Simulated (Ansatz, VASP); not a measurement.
Two plane-wave programs on SiC

The input INCAR:

```
SYSTEM = SiC
ALGO = Normal
EDIFF = 1E-6
ENCUT = 520
GGA = PE
ISIF = 2
ISMEAR = 0
LASPH = .True.
LCHARG = .False.
LREAL = .False.
LWAVE = .False.
NBANDS = 36
NELM = 100
PREC = Accurate
SIGMA = 0.05
```

File KPOINTS:

```
k-points
0
Gamma
  6 9 3
  0 0 0
```

Contents of POSCAR:

```
SiC
1.0
    4.3480000000      0.0000000000      0.0000000000
    0.0000000000      2.1740000000     -2.1740000000
    0.0000000000      6.5220000000      6.5220000000
Si C
6 6
Direct
    0.0000000000      0.0000000000      0.0000000000
    0.5000000000      0.5000000000      0.1666666667
    0.0000000000      0.0000000000      0.3333333333
    0.5000000000      0.5000000000      0.5000000000
    0.0000000000      0.0000000000      0.6666666667
    0.5000000000      0.5000000000      0.8333333333
    0.7500000000      0.0000000000      0.5000000000
    0.2500000000      0.5000000000      0.6666666667
    0.7500000000      0.0000000000      0.8333333333
    0.2500000000      0.5000000000      1.0000000000
    0.7500000000      0.0000000000      0.1666666667
    0.2500000000      0.5000000000      0.3333333333
```

Input for Ansatz:

```yaml
crystal:
  lattice:
    - [4.348, 0.0, 0.0]
    - [0.0, 2.174, -2.174]
    - [0.0, 6.522, 6.522]
  atoms:
    - { symbol: Si, position: [0.0, 0.0, 0.0] }
    - { symbol: Si, position: [0.5, 0.5, 0.1666666667] }
    - { symbol: Si, position: [0.0, 0.0, 0.3333333333] }
    - { symbol: Si, position: [0.5, 0.5, 0.5] }
    - { symbol: Si, position: [0.0, 0.0, 0.6666666667] }
    - { symbol: Si, position: [0.5, 0.5, 0.8333333333] }
    - { symbol: C, position: [0.75, 0.0, 0.5] }
    - { symbol: C, position: [0.25, 0.5, 0.6666666667] }
    - { symbol: C, position: [0.75, 0.0, 0.8333333333] }
    - { symbol: C, position: [0.25, 0.5, 1.0] }
    - { symbol: C, position: [0.75, 0.0, 0.1666666667] }
    - { symbol: C, position: [0.25, 0.5, 0.3333333333] }
basis:
  ecutwfc: 420
kpoints:
  mp_grid: { grid: [6, 9, 3] }
hamiltonian:
  xc: pbe
scf:
  occupations: { method: gaussian, width: 0.05 }
output:
  forces: true
  stress: true
  eigenvalues: true
```

Alike in both runs: task single point; functional PBE; k mesh 6 × 9 × 3; occupations gaussian, width 0.05 eV; no spin polarisation.

|  | VASP | Ansatz |
| --- | --- | --- |
| version | VASP 6.6.1 | Ansatz 0.2.0 |
| potentials or method | VASP PAW PBE potentials, release 64 (Si, C) | scalar-relativistic, plane waves, PAW |
| plane-wave cutoff (eV) | 520 | 420 |
| valence electrons in the cell | 48 | 48 |

```tsv
	VASP	Ansatz	Ansatz less VASP
gap on the k mesh at the Fermi level (eV)	1.35	1.35	+0.003
least direct gap on the mesh (eV)	1.35	1.35	+0.003
pressure (GPa)	4.8	4.8	+0.06
```

The functional is the same, so the differences come from potentials, cutoffs and numerics.

Caveats: an odd mesh through Γ misses points on the zone boundary, where band edges often lie.
